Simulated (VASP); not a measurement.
A run of VASP 6.6.1:

File INCAR:

```
SYSTEM = P
  PREC = Accurate
  ENCUT = 520
  EDIFF = 1E-7
  ISMEAR = 0
  SIGMA = 0.1
  LREAL = .FALSE.
  LASPH = .TRUE.
  NELM = 80
  ALGO = Normal
  ISIF = 3
  LWAVE = .FALSE.
  LCHARG = .FALSE.
  GGA = CA
  IBRION = 2
  NSW = 80
  EDIFFG = -0.002
  PSTRESS = 187.5
```

File KPOINTS:

```
Automatic mesh
0
G
  15 15 15
  0 0 0
```

The input POSCAR:

```
P                                       
1.0
    1.6616140973      0.9593333498      2.7124511229
   -1.6616140973      0.9593333498      2.7124511229
    0.0000000000     -1.9186666859      2.7124511215
  P             
     2
Direct
     0.2440386947919961    0.2440386947919961    0.2440386947903050
     0.7559613052080039    0.7559613052080039    0.7559613052096950
```

Potentials or basis: VASP PAW LDA potentials, release 64 (P).

The run is started by

```bash
$ cat potpaw_LDA.64/P/POTCAR > POTCAR
$ mpirun -np 1 vasp_std > vasp.out
```

Hardware: 1 thread of Intel(R) Xeon(R) 6975P-C (Granite Rapids) (shared host).

Problem. How long does it take, and how much memory?

Solution. Run time: 5.6 min on 1 thread of Intel(R) Xeon(R) 6975P-C (Granite Rapids) (shared host), peak memory 0.21 GiB. Counts: scf iterations 118, k points 344, ion steps 23.
